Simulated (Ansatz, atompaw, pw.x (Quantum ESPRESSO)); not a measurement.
pw.x on diamond Os: one setting changed

Potential: PAW, atompaw 4.2.0.5, PBE; core [Kr] 4d10 4f14, reference 5s2 5p6 5d6 6s2 6p0; waves: 5s (bound): rc 1.60 bohr; 6s (bound): rc 2.05 bohr; 5p (bound): rc 1.70 bohr; 6p (bound, empty): rc 2.35 bohr; 5d (bound): rc 2.35 bohr; 5d channel at 0.1 Ry: rc 2.35 bohr; local part: ultrasoft scheme with l = 3 at 0.5 Ry, radius 1.90 bohr; core correction: smooth core density matched at 2.30 bohr; augmentation: sinc compensation charge, radius 2.25 bohr; PAW radius 2.35 bohr; waves and projectors: custom rrkj gramschmidtortho.

The reference run (k-mesh 8³, cutoffs 60/600 Ry, Fermi–Dirac 0.01 Ry, mixing_beta 0.4, conv_thr 1e-9, no spin) gives 0.53 GPa at 21.376 Å³/atom, where all-electron LAPW gives 0.80 GPa. This run, with its own iteration cap, changes smearing to fermi, a wrong or extreme entry chosen on purpose.

```
&control
  calculation='scf', prefix='x', pseudo_dir='./', outdir='./tmp', tstress=.true., disk_io='none'
/
&system
  ibrav=0, nat=2, ntyp=1, ecutwfc=60, ecutrho=600, nbnd=26,
  occupations='smearing', smearing='fermi', degauss=0.01
/
&electrons
  conv_thr=1e-09, mixing_beta=0.4, electron_maxstep=70
/
ATOMIC_SPECIES
Os 1.0 Os.UPF
CELL_PARAMETERS angstrom
  0.00000000 2.77529283 2.77529283
  2.77529283 0.00000000 2.77529283
  2.77529283 2.77529283 0.00000000
ATOMIC_POSITIONS crystal
Os 0.0000 0.0000 0.0000
Os 0.2500 0.2500 0.2500
K_POINTS automatic
8 8 8 0 0 0
```

```bash
pw.x < Os.scf.in > Os.scf.out
```

**Question.** How does the run end?

**Answer.** It stops with "set_occupations: smearing fermi unknown".

```
Error in routine  set_occupations (1):
      smearing fermi unknown
```

The run took about 0.6 s on one core of a shared host (AMD EPYC 7R43 64-Core Processor, 256 threads, 1004 GiB, load 59).
